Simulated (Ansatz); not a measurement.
**Mo (beta tin type): how the settings move a single-point run**

Aim: see which settings change the result for Mo (beta tin type), by how much, and at what cost.

Computed with Ansatz 0.2.0 (reference: DFT, PBE, norm-conserving pseudopotentials, Ansatz's default files, scalar-relativistic, unless a step's input says otherwise).

1 further run of the same task is left out (it didn't finish).

### Step 1. Starting point

It takes space group I4_1/amd (No. 141, tetragonal). Conventional cell: a = 3.805 Å, b = 3.805 Å, c = 2.006 Å, α = 90.00°, β = 90.00°, γ = 90.00°. Mo (site symmetry -4m2) has 6 Mo at 1.97 to 2.01 Å as nearest neighbours.

Coordinates:

```cif
data_structure
_symmetry_space_group_name_H-M 'P 1'
_symmetry_Int_Tables_number 1
_cell_length_a 2.8712
_cell_length_b 2.8712
_cell_length_c 2.8712
_cell_angle_alpha 97.013
_cell_angle_beta 97.013
_cell_angle_gamma 139.097
_cell_volume 14.52
loop_
_atom_site_label
_atom_site_type_symbol
_atom_site_fract_x
_atom_site_fract_y
_atom_site_fract_z
_atom_site_occupancy
Mo1 Mo 0.62500 0.87500 0.75000 1
Mo2 Mo 0.37500 0.12500 0.25000 1
```

### Step 2. Reference

The input, input.yaml:

```yaml
crystal:
  lattice:
    - [-1.9022929191, 1.9022929191, 1.0032433855]
    - [1.9022929191, -1.9022929191, 1.0032433855]
    - [1.9022929191, 1.9022929191, -1.0032433855]
  atoms:
    - { symbol: Mo, position: [-0.375, -0.125, -0.25] }
    - { symbol: Mo, position: [0.375, 0.125, 0.25] }
kpoints:
  mp_grid: { grid: [18, 18, 18] }
scf:
  occupations: { method: fermi_dirac, width: 0.05 }
hamiltonian:
  xc: pbe
  pseudopotentials: { kind: nc }
output:
  forces: true
  stress: true
  eigenvalues: true
```

On the command line:

```
$ ansatz run input.yaml --threads 1 --pin off --max-ram 2048MiB --backend cpu --events-out ev --progress --plain --runs-dir out
```

The main lines of its log:

```text
[...]
Basis set: ecut = 1088.45545 eV, 1197 PW (Γ), exchange–correlation on 64×64×64 points (8 copies of the dense FFT grid, shifted against one another)
[...]
k-points: 480 of 5832
[...]
SCF iter   1: F=—  HF=-3794.039559 eV  |F-HF|=—  |Δ(HF+E_count)|=         —  Δρ=4.86e-2  dr2=9.10e-2  ethr=3.10e-3  ⟨swp⟩=7.5  Hψ=54486  notcnv=0
preconditioner: auto → none  [metal: Δε(μ)=0.007 eV  Ē_g=26.530 eV  σ=0.050 eV  W_gap=0.03  n_scr=4 (ndim 8)  ℏωp=47.7 eV  f_vac=0.000  D(μ)=0.72/eV (n_scr^D=4)  sad-step TF]
SCF iter   2: F=—  HF=-3794.022479 eV  |F-HF|=—  |Δ(HF+E_count)|=   1.71e-2  Δρ=2.78e-2  dr2=2.93e-2  ethr=3.25e-4  ⟨swp⟩=2.6  Hψ=16804  notcnv=0  defer=29
[...]
SCF iter   4: F=—  HF=-3794.013592 eV  |F-HF|=—  |Δ(HF+E_count)|=   4.03e-6  Δρ=3.36e-4  dr2=1.73e-6  ethr=1.16e-7  ⟨swp⟩=2.3  Hψ=15788  notcnv=0  defer=29
SCF iter   5: F=-3794.013593 eV  HF=-3794.013593 eV  |F-HF|=5.77e-9  |Δ(HF+E_count)|=   6.62e-7  Δρ=3.09e-5  dr2=2.05e-8  ethr=3.57e-10  ⟨swp⟩=9.1  Hψ=52063  notcnv=0
[...]
SCF converged after 5 iterations
Free energy (F): -3794.013593 eV
[...]
E sigma→0 (E₀):  -3794.010626 eV
[...]
Fermi energy:    48.631240 eV
[...]
  P = ⅓ Tr σ = 965.1997 GPa (9651.997 kbar)
[...]
```

It took 23 s on 1 thread of Arm Neoverse V1, shared host; peak memory 0.51 GiB.

### Step 3. Variant: occupations.method gaussian, occupations.width 0.1, pseudopotentials.accuracy standard

The input, input.yaml:

```yaml
crystal:
  lattice:
    - [-1.9022929191, 1.9022929191, 1.0032433855]
    - [1.9022929191, -1.9022929191, 1.0032433855]
    - [1.9022929191, 1.9022929191, -1.0032433855]
  atoms:
    - { symbol: Mo, position: [-0.375, -0.125, -0.25] }
    - { symbol: Mo, position: [0.375, 0.125, 0.25] }
kpoints:
  mp_grid: { grid: [18, 18, 18] }
  band_path:
    path:
      - [0.0, 0.0, 0.0]
      - [0.0, 0.0, 0.5]
      - [-0.5, 0.5, 0.5]
      - [0.0, 0.0, 0.0]
      - [0.3195340997, 0.3195340997, -0.3195340997]
      - [-0.3195340997, 0.6804659003, 0.3195340997]
      - [-0.5, 0.5, 0.5]
      - [0.0, 0.0, 0.5]
      - [0.25, 0.25, 0.25]
    npoints: 8
scf:
  occupations: { method: gaussian, width: 0.1 }
hamiltonian:
  xc: pbe
  pseudopotentials: { kind: nc, accuracy: standard }
output:
  forces: true
  stress: true
  eigenvalues: true
  populations: true
  write_density: true
  write_potential: true
  elf: true
  volumetric_format: npy
```

On the command line:

```
$ ansatz run input.yaml --threads 1 --pin off --max-ram 2048MiB --backend cpu --events-out ev --progress --plain --runs-dir out
```

Output, shortened:

```text
[...]
Pseudopotentials: kind: nc
Pseudopotential: Mo, nc, valence charge 14, recommended cutoff 1088.45545 eV (normal), Mo.nc.azcp (PseudoDojo's, or run here from an input of PseudoDojo's; its table is named by hamiltonian.pseudopotentials.accuracy)
Functional definition: PBE
[...]
Crystal: 2 atoms, lattice volume = 14.522 Å³
Basis set: ecut = 1088.45545 eV, 1197 PW (Γ), exchange–correlation on 64×64×64 points (8 copies of the dense FFT grid, shifted against one another)
Bands: 18, of which v1, the nominal top of the filled ones, is band 14 counted from 1 (13 counted from 0)
Symmetry: 16 space group operations
Space group: I41/amd (ITA 141), of the structure as read, at distance tolerance 2.4e-5 Å
k-points: 480 of 5832
[...]
SCF iter   1: F=—  HF=-3794.829861 eV  |F-HF|=—  |Δ(HF+E_count)|=         —  Δρ=4.76e-2  dr2=8.66e-2  ethr=3.10e-3  ⟨swp⟩=8.0  Hψ=57267  notcnv=0
[...]
SCF iter   6: F=-3794.804852 eV  HF=-3794.804852 eV  |F-HF|=1.22e-8  |Δ(HF+E_count)|=   5.87e-7  Δρ=1.44e-5  dr2=1.60e-8  ethr=3.57e-10  ⟨swp⟩=13.1  Hψ=84802  notcnv=0
[...]
NSCF: frozen V_eff on 65 k-points
SCF converged after 6 iterations
Free energy (F): -3794.804852 eV
[...]
E sigma→0 (E₀):  -3794.803054 eV
Entropy (-TS):   -0.003596 eV (-1.798 meV/atom)
Fermi energy:    48.663418 eV
[...]
--- Forces (eV/Å), atoms counted from 1 ---
  atom   1  Mo     0.00000000     0.00000000     0.00000000
  atom   2  Mo     0.00000000     0.00000000     0.00000000
[...]
--- Stress (GPa, compression-positive) ---
      976.194692       0.000000       0.000000
        0.000000     976.194692       0.000000
        0.000000      -0.000000     975.736997
  P = ⅓ Tr σ = 976.0421 GPa (9760.421 kbar)
--- Band table (eV; the first three rows and the last of 480) ---
  k-point 0: bands = ["-18.2125", "-12.3848", "6.5619", "6.5619", "15.4930", "15.4930", "15.9101", "16.0218", "31.9757", "37.7530", "40.0112", "40.4503", "42.1088", "49.7099", "49.7099", "50.2549", "50.2549", "59.2560"]
[...]
--- Löwdin populations: 2 sites ---
  site symbol       q [e]
     0     Mo     13.9208
     1     Mo     13.9208
  spilling = 0.005655 (of n_electrons = 28.000000)
```

Wall time 35 s (1 thread of Arm Neoverse V1, shared host); peak memory 0.52 GiB.

Total energies don't compare across a change of potentials; the pressure goes from 965.2 to 976.0 GPa. The smearing changed too.

### Step 4. All runs together

| run | ending | energy change | pressure (GPa) | gap (eV) | force (eV/Å) | cycles | time |
| --- | --- | --- | --- | --- | --- | --- | --- |
| reference | converged | - | 965.2 | 0.00 | 0.00 | 5 | 23 s |
| 1: occupations.method gaussian, occupations.width 0.1, pseudopotentials.accuracy standard | converged | not comparable | 976.0 | 0.00 | 0.00 | 6 | 35 s |

Times don't compare one to one where runs were asked for different outputs or read a saved state (see the inputs); cycles may leave out searches for a lower state.

Residual by cycle in the longest SCF loop of each run; runs are numbered as in the table. The quantity is the density residual dr2, in eV.

| cycle | reference | run 1 |
| --- | --- | --- |
| 1 | 0.091 | 0.0866 |
| 2 | 0.0293 | 0.0272 |
| 3 | 3.2e-5 | 2.5e-4 |
| 4 | 1.7e-6 | 1.4e-5 |
| 5 | 2.1e-8 | 1.3e-6 |
| 6 | - | 1.6e-8 |

A change of potentials puts the total energy on another scale; the pressure goes from 965.2 to 976.0 GPa. The smearing changed too. The structure is not at rest: the sound run finds 965 GPa, so these are no properties of the relaxed crystal. 
